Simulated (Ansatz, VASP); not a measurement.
**Zn: VASP beside Ansatz**

```
CELL_PARAMETERS angstrom
2.63503 0.00000 0.00000
-1.31751 2.28200 0.00000
0.00000 0.00000 5.09615
ATOMIC_POSITIONS crystal
Zn 0.33333 0.66667 0.25000
Zn 0.66667 0.33333 0.75000
```

Alike in both runs: functional PBE; k mesh 18 × 18 × 10; occupations gaussian, width 0.1 eV; no spin polarisation.

Ansatz relaxed the structure, and its values are those at the end. VASP's run is a single point on that final structure, the one shown.

|  | VASP | Ansatz |
| --- | --- | --- |
| version | VASP 6.6.1 | Ansatz 0.2.0 |
| potentials or method | VASP PAW PBE potentials, release 64 (Zn) | scalar-relativistic, plane waves, PAW |
| plane-wave cutoff (eV) | 520 | 420 |
| valence electrons in the cell | 24 | 24 |

Ansatz gave:

* gap on the k mesh at the Fermi level (eV): none
* pressure (GPa): 0.0

Q: What did VASP give for the same quantities?

A: gap on the k mesh at the Fermi level (eV): none; pressure (GPa): 0.3.

A gap of «none» marks a metal or a gap that the smearing closes.
